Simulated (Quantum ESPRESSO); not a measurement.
# WS2 in Quantum ESPRESSO: convergence with wavefunction cutoff

Aim: find how far wavefunction cutoff must go before the results for WS2 settle, at PBE. This setting moves, with any that are tied to it; all else stays.

Program: Quantum ESPRESSO 7.5. These are calculated values, not measurements. Logs are shortened: lines on timing, memory, paths and dates and some standing lists are left out, and cuts for length are marked.

## (1) The cell of the first run

The cell holds a slab with vacuum, 3 atoms: a = 3.184 Å, b = 3.184 Å, c = 16.951 Å, α = 90.00°, β = 90.00°, γ = 120.00°.

The cell isn't the ideal one: atoms moved at random, drawn with an rms of 0.15 Å.

## (2) With wavefunction cutoff 18 Ry

Contents of pw.in:

```
&CONTROL
  calculation = 'scf'
  prefix = 'pwscf'
  outdir = './tmp'
  pseudo_dir = './pseudo'
  tprnfor = .true.
  tstress = .true.
  disk_io = 'nowf'
/
&SYSTEM
  ibrav = 0
  nat = 3
  ntyp = 2
  ecutwfc = 18
  ecutrho = 360
  nbnd = 20
  occupations = 'smearing'
  smearing = 'fd'
  degauss = 0.00367493
/
&ELECTRONS
  conv_thr = 6d-10
  electron_maxstep = 120
  mixing_beta = 0.5
/
ATOMIC_SPECIES
W    183.8400 w_pbe_v1.2.uspp.F.UPF
S     32.0600 s_pbe_v1.4.uspp.F.UPF
CELL_PARAMETERS angstrom
   3.1835163552    0.0000000000    0.0000000000
  -1.5917581776    2.7570060369    0.0000000000
   0.0000000000    0.0000000000   16.9505778900
ATOMIC_POSITIONS crystal
W      0.0202030000   -0.0157000000    0.0001050000
S      0.3112420000    0.6502770000    0.0932260000
S      0.3334940000    0.6662860000    0.9097510000
K_POINTS automatic
7 7 1 0 0 0
```

Potentials or basis: GBRV 1.5 PBE.

Launch:

```sh
OMP_NUM_THREADS=1 pw.x -in pw.in > pw.out
```

pw.out:

```text
This program is part of the open-source Quantum ESPRESSO suite
     for quantum simulation of materials; please cite
[... 6 lines left out ...]
     --------------------
     sticks:   dense  smooth     PW     G-vecs:    dense   smooth      PW
     Sum         913     187     61               115705    10317    1981

     Using Slab Decomposition

     bravais-lattice index     =            0
     lattice parameter (alat)  =       6.0160  a.u.
     unit-cell volume          =    1003.9820 (a.u.)^3
     number of atoms/cell      =            3
     number of atomic types    =            2
     number of electrons       =        26.00
     number of Kohn-Sham states=           20
     kinetic-energy cutoff     =      18.0000  Ry
     charge density cutoff     =     360.0000  Ry
     scf convergence threshold =      6.0E-10
     mixing beta               =       0.5000
     number of iterations used =            8  plain     mixing
     Exchange-correlation=  SLA  PW   PBX  PBC
                           (   1   4   3   4   0   0   0)

     celldm(1)=   6.015974  celldm(2)=   0.000000  celldm(3)=   0.000000
     celldm(4)=   0.000000  celldm(5)=   0.000000  celldm(6)=   0.000000

     crystal axes: (cart. coord. in units of alat)
               a(1) = (   1.000000   0.000000   0.000000 )
               a(2) = (  -0.500000   0.866025   0.000000 )
               a(3) = (   0.000000   0.000000   5.324483 )

     reciprocal axes: (cart. coord. in units 2 pi/alat)
               b(1) = (  1.000000  0.577350 -0.000000 )
               b(2) = (  0.000000  1.154701  0.000000 )
               b(3) = (  0.000000 -0.000000  0.187812 )

     PseudoPot. # 1 for W  read from file:
     w_pbe_v1.2.uspp.F.UPF
     Pseudo is Ultrasoft + core correction, Zval = 14.0
     Generated by new atomic code, or converted to UPF format
     Using radial grid of  923 points,  8 beta functions with:
                l(1) =   0
                l(2) =   0
                l(3) =   0
                l(4) =   1
                l(5) =   1
                l(6) =   2
                l(7) =   2
                l(8) =   3
     Q(r) pseudized with  6 coefficients,  rinner =    1.350   1.350   1.350
                                                       1.350   1.350   1.350
                                                       1.350

     PseudoPot. # 2 for S  read from file:
     s_pbe_v1.4.uspp.F.UPF
     Pseudo is Ultrasoft + core correction, Zval =  6.0
     Generated by new atomic code, or converted to UPF format
     Using radial grid of  907 points,  6 beta functions with:
                l(1) =   0
                l(2) =   0
                l(3) =   1
                l(4) =   1
                l(5) =   2
                l(6) =   2
     Q(r) pseudized with  8 coefficients,  rinner =    1.300   1.300   1.300
                                                       1.300   1.300

     atomic species   valence    mass     pseudopotential
     W                14.00   183.84000     W ( 1.00)
     S                 6.00    32.06000     S ( 1.00)

     No symmetry found

   Cartesian axes

     site n.     atom                  positions (alat units)
         1        W      tau(   1) = (   0.0280530  -0.0135966   0.0005591  )
         2        S      tau(   2) = (  -0.0138965   0.5631564   0.4963802  )
         3        S      tau(   3) = (   0.0003510   0.5770206   4.8439535  )

     number of k points=    25  Fermi-Dirac smearing, width (Ry)=  0.0037
                       cart. coord. in units 2pi/alat
        k(    1) = (   0.0000000   0.0000000   0.0000000), wk =   0.0408163
        k(    2) = (   0.0000000   0.1649572   0.0000000), wk =   0.0816327
        k(    3) = (   0.0000000   0.3299144   0.0000000), wk =   0.0816327
        k(    4) = (   0.0000000   0.4948717   0.0000000), wk =   0.0816327
        k(    5) = (   0.1428571   0.2474358   0.0000000), wk =   0.0816327
        k(    6) = (   0.1428571   0.4123930   0.0000000), wk =   0.0816327
[... 17 lines left out ...]
        k(   24) = (  -0.2857143   0.4948717   0.0000000), wk =   0.0816327
        k(   25) = (   0.5714286  -0.0000000   0.0000000), wk =   0.0816327

     Dense  grid:   115705 G-vectors     FFT dimensions: (  40,  40, 200)

     Smooth grid:    10317 G-vectors     FFT dimensions: (  18,  18,  90)

     Initial potential from superposition of free atoms

     starting charge      25.8996, renormalised to      26.0000

     negative rho (up, down):  6.282E-02 0.000E+00
     Starting wfcs are   21 randomized atomic wfcs

     Self-consistent Calculation

     iteration #  1     ecut=    18.00 Ry     beta= 0.50
     Davidson diagonalization with overlap
     ethr =  1.00E-02,  avg # of iterations =  5.1

     Threshold (ethr) on eigenvalues was too large:
     Diagonalizing with lowered threshold

     Davidson diagonalization with overlap
     ethr =  5.59E-04,  avg # of iterations =  2.3

     negative rho (up, down):  6.422E-02 0.000E+00
[... 28 lines left out ...]
     total energy              =    -207.22244740 Ry
     estimated scf accuracy    <       0.00170051 Ry

     iteration #  5     ecut=    18.00 Ry     beta= 0.50
     Davidson diagonalization with overlap
     c_bands:  1 eigenvalues not converged
     ethr =  6.54E-06,  avg # of iterations =  8.4

     negative rho (up, down):  6.695E-02 0.000E+00

     total energy              =    -207.22239515 Ry
     estimated scf accuracy    <       0.00663467 Ry
[... 46 lines left out ...]
     iteration # 11     ecut=    18.00 Ry     beta= 0.50
     Davidson diagonalization with overlap
     ethr =  2.37E-12,  avg # of iterations =  2.1

     negative rho (up, down):  6.702E-02 0.000E+00

     End of self-consistent calculation

          k = 0.0000 0.0000 0.0000 (  1249 PWs)   bands (ev):

   -74.6929 -38.2833 -38.0790 -38.0592 -14.5244 -12.7926  -6.0807  -2.7421
    -2.4994  -1.9990  -1.6636  -0.8270   0.3591   2.5492   3.0638   3.6272
     3.8447   5.2743   5.7507   5.8375
[... 81 lines left out ...]
   -74.6908 -38.3492 -38.2762 -38.1398 -13.5813 -12.5136  -5.1317  -4.1919
    -3.5187  -2.7375  -2.0439  -0.9571  -0.5729   2.5968   2.9004   3.1846
     4.7004   6.5967   6.9272   7.7532

          k = 0.2857-0.0000 0.0000 (  1286 PWs)   bands (ev):

   -74.6908 -38.3398 -38.2765 -38.1473 -13.6033 -12.4838  -5.1492  -4.2439
    -3.4612  -2.8330  -2.0132  -0.9665  -0.4725   2.4748   2.9280   3.2057
     4.7330   6.5927   6.9031   7.7561

          k =-0.1429 0.4124 0.0000 (  1307 PWs)   bands (ev):
[... 13 lines left out ...]
   -74.6880 -38.4746 -38.2620 -38.2489 -12.7776 -12.1469  -5.4966  -4.5271
    -4.1841  -3.4129  -2.1937  -1.3307  -0.4990   2.6816   3.2333   3.6372
     5.3501   7.2293   7.9422   8.1112

          k =-0.2857-0.3299 0.0000 (  1307 PWs)   bands (ev):

   -74.6880 -38.4651 -38.2629 -38.2564 -12.8066 -12.0976  -5.5309  -4.7156
    -4.1620  -3.1928  -2.2910  -1.4548  -0.3523   2.6412   3.3913   3.9666
     4.8056   7.3006   7.9057   8.1358

          k = 0.4286-0.0825 0.0000 (  1307 PWs)   bands (ev):

   -74.6880 -38.4894 -38.2608 -38.2395 -12.7033 -12.2341  -5.5828  -4.5177
    -3.9873  -3.1563  -2.3562  -1.5082  -0.5813   2.6534   3.3229   3.9240
     5.2227   7.2231   7.9546   8.1450

          k =-0.4286 0.4124 0.0000 (  1316 PWs)   bands (ev):
[... 13 lines left out ...]
   -74.6825 -38.4662 -38.3064 -38.2510 -12.1641 -11.9954  -5.4122  -5.2658
    -4.0424  -3.3404  -3.1138  -1.9061   0.0179   2.3843   3.7044   3.9724
     5.9323   6.9121   8.1069   9.4272

          k = 0.5714-0.0000 0.0000 (  1300 PWs)   bands (ev):

   -74.6826 -38.4559 -38.3150 -38.2517 -12.1852 -11.9682  -5.4199  -5.3005
    -3.9740  -3.4469  -3.1141  -1.8688   0.0219   2.4178   3.7893   4.0147
     5.7333   6.9546   8.0033   9.3864

     the Fermi energy is     1.2926 ev

!    total energy              =    -207.22312146 Ry
     estimated scf accuracy    <          1.2E-10 Ry
     smearing contrib. (-TS)   =      -0.00000000 Ry
     internal energy E=F+TS    =    -207.22312146 Ry

     The total energy is F=E-TS. E is the sum of the following terms:
     one-electron contribution =    -863.69251241 Ry
     hartree contribution      =     432.15343364 Ry
     xc contribution           =     -58.03956052 Ry
     ewald contribution        =     282.35551784 Ry

     convergence has been achieved in  11 iterations

     negative rho (up, down):  6.702E-02 0.000E+00

     Forces acting on atoms (cartesian axes, Ry/au):

     atom    1 type  1   force =    -0.08941842    0.01918836    0.02676889
     atom    2 type  2   force =     0.04972767   -0.00224282    0.01129262
     atom    3 type  2   force =     0.03969075   -0.01694554   -0.03806151

     Total force =     0.122462     Total SCF correction =     0.000037

     Computing stress (Cartesian axis) and pressure

     negative rho (up, down):  6.702E-02 0.000E+00
          total   stress  (Ry/bohr**3)                   (kbar)     P=     -187.54
  -0.00128032  -0.00005381   0.00003164         -188.34       -7.92        4.65
  -0.00005381  -0.00130195   0.00004106           -7.92     -191.52        6.04
   0.00003164   0.00004106  -0.00124239            4.65        6.04     -182.76

=------------------------------------------------------------------------------=
   JOB DONE.
=------------------------------------------------------------------------------=
```

Wall time 47 s (1 thread of Arm Neoverse V2, shared host); peak memory 0.77 GiB.

Results:

```
Free energy            : -2819.4142 eV
Largest force          : 2.450 eV/Å
Band gap on the k mesh : 1.90 eV, indirect (least direct gap 2.19 eV)
```

## (3) With wavefunction cutoff 22 Ry

pw.in: that of step 2 with these lines changed.

```diff
@@ -13,3 +13,3 @@
   ntyp = 2
-  ecutwfc = 18
+  ecutwfc = 22
   ecutrho = 360
```

Potentials or basis: GBRV 1.5 PBE.

Launch:

```sh
OMP_NUM_THREADS=1 pw.x -in pw.in > pw.out
```

Run time: 48 s. Hardware: 1 thread of Arm Neoverse V2, shared host; peak memory 0.78 GiB.

What came out:

| Property | Result |
| --- | --- |
| Free energy | -2822.5800 eV |
| Largest force | 2.549 eV/Å |
| Band gap on the k mesh | 1.92 eV, indirect (least direct gap 2.24 eV) |

## (4) With wavefunction cutoff 27 Ry

pw.in: that of step 3 with these lines changed.

```diff
@@ -13,3 +13,3 @@
   ntyp = 2
-  ecutwfc = 22
+  ecutwfc = 27
   ecutrho = 360
```

Launch:

```sh
OMP_NUM_THREADS=1 pw.x -in pw.in > pw.out
```

It took 52 s on 1 thread of Arm Neoverse V2, shared host; peak memory 0.78 GiB.

What came out:

| Item | Value |
| --- | --- |
| Free energy | -2823.0766 eV |
| Largest force | 2.541 eV/Å |
| Band gap on the k mesh | 1.92 eV, indirect (least direct gap 2.23 eV) |

## (5) With wavefunction cutoff 31 Ry

pw.in: that of step 4 with these lines changed.

```diff
@@ -13,3 +13,3 @@
   ntyp = 2
-  ecutwfc = 27
+  ecutwfc = 31
   ecutrho = 360
```

Launch:

```sh
OMP_NUM_THREADS=1 pw.x -in pw.in > pw.out
```

Run time: 64 s. Hardware: 1 thread of Arm Neoverse V2, shared host; peak memory 0.79 GiB.

What came out:

| Property | Result |
| --- | --- |
| Free energy | -2823.0989 eV |
| Largest force | 2.538 eV/Å |
| Band gap on the k mesh | 1.92 eV, indirect (least direct gap 2.23 eV) |

## (6) With wavefunction cutoff 36 Ry

pw.in: that of step 5 with these lines changed.

```diff
@@ -13,3 +13,3 @@
   ntyp = 2
-  ecutwfc = 31
+  ecutwfc = 36
   ecutrho = 360
```

Potentials or basis: GBRV 1.5 PBE.

Launch:

```sh
OMP_NUM_THREADS=1 pw.x -in pw.in > pw.out
```

It took 63 s on 1 thread of Arm Neoverse V2, shared host; peak memory 0.79 GiB.

Results (log left out):

```
Free energy            : -2823.1621 eV
Largest force          : 2.537 eV/Å
Band gap on the k mesh : 1.92 eV, indirect (least direct gap 2.23 eV)
```

## (7) With wavefunction cutoff 40 Ry

pw.in: that of step 6 with these lines changed.

```diff
@@ -13,3 +13,3 @@
   ntyp = 2
-  ecutwfc = 36
+  ecutwfc = 40
   ecutrho = 360
```

Launch:

```sh
OMP_NUM_THREADS=1 pw.x -in pw.in > pw.out
```

Run time: 71 s. Hardware: 1 thread of Arm Neoverse V2, shared host; peak memory 0.8 GiB.

Results (log left out):

| Item | Value |
| --- | --- |
| Free energy | -2823.2232 eV |
| Largest force | 2.537 eV/Å |
| Band gap on the k mesh | 1.92 eV, indirect (least direct gap 2.23 eV) |

## (8) With wavefunction cutoff 45 Ry

pw.in: that of step 7 with these lines changed.

```diff
@@ -13,3 +13,3 @@
   ntyp = 2
-  ecutwfc = 40
+  ecutwfc = 45
   ecutrho = 360
```

Launch:

```sh
OMP_NUM_THREADS=1 pw.x -in pw.in > pw.out
```

Wall time 70 s (1 thread of Arm Neoverse V2, shared host); peak memory 0.81 GiB.

It converged, with:

| Property | Result |
| --- | --- |
| Free energy | -2823.2746 eV |
| Largest force | 2.536 eV/Å |
| Band gap on the k mesh | 1.92 eV, indirect (least direct gap 2.23 eV) |

## (9) With wavefunction cutoff 54 Ry

pw.in: that of step 8 with these lines changed.

```diff
@@ -13,4 +13,4 @@
   ntyp = 2
-  ecutwfc = 45
-  ecutrho = 360
+  ecutwfc = 54
+  ecutrho = 432
   nbnd = 20
```

Potentials or basis: GBRV 1.5 PBE.

Launch:

```sh
OMP_NUM_THREADS=1 pw.x -in pw.in > pw.out
```

Wall time 1.8 min (1 thread of Arm Neoverse V2, shared host); peak memory 1.1 GiB.

It converged, with:

```
Free energy            : -2823.2991 eV
Largest force          : 2.534 eV/Å
Band gap on the k mesh : 1.92 eV, indirect (least direct gap 2.23 eV)
```

## (10) With wavefunction cutoff 68 Ry

pw.in: that of step 9 with these lines changed.

```diff
@@ -13,4 +13,4 @@
   ntyp = 2
-  ecutwfc = 54
-  ecutrho = 432
+  ecutwfc = 68
+  ecutrho = 544
   nbnd = 20
```

Launch:

```sh
OMP_NUM_THREADS=1 pw.x -in pw.in > pw.out
```

Wall time 2.2 min (1 thread of Arm Neoverse V2, shared host); peak memory 1.5 GiB.

It converged, with:

- Free energy: -2823.3022 eV
- Largest force: 2.534 eV/Å
- Band gap on the k mesh: 1.92 eV, indirect (least direct gap 2.23 eV)

## (11) The series at a glance

```
wavefunction cutoff  energy less the tightest run, at zero smearing (meV/atom)  largest force (eV/Å)  gap on the mesh (eV)  SCF cycles  CPU time (s)  peak memory (GiB)
              18 Ry                                                    1296.02                 2.450                 1.899          11            46               0.77
              22 Ry                                                     240.75                 2.549                 1.923          11            48               0.78
              27 Ry                                                      75.20                 2.541                 1.923          12            52               0.78
              31 Ry                                                      67.77                 2.538                 1.924          12            63               0.79
              36 Ry                                                      46.72                 2.537                 1.924          11            63               0.79
              40 Ry                                                      26.36                 2.537                 1.923          12            71                0.8
              45 Ry                                                       9.20                 2.536                 1.923          11            70               0.81
              54 Ry                                                       1.06                 2.534                 1.923          12           110                1.1
              68 Ry                                                       0.00                 2.534                 1.923          11           130                1.5
```

Against the tightest run, the largest force stays within 0.005 eV/Å from 31 Ry on; the gap on the mesh stays within 0.01 eV from 22 Ry on. Not settled before the last step: the energy (to 1 meV/atom). The tightest run that finished is the yardstick and may itself not be fully converged.

Caveats: spin-orbit coupling is left out, which moves the levels of the heavy elements.
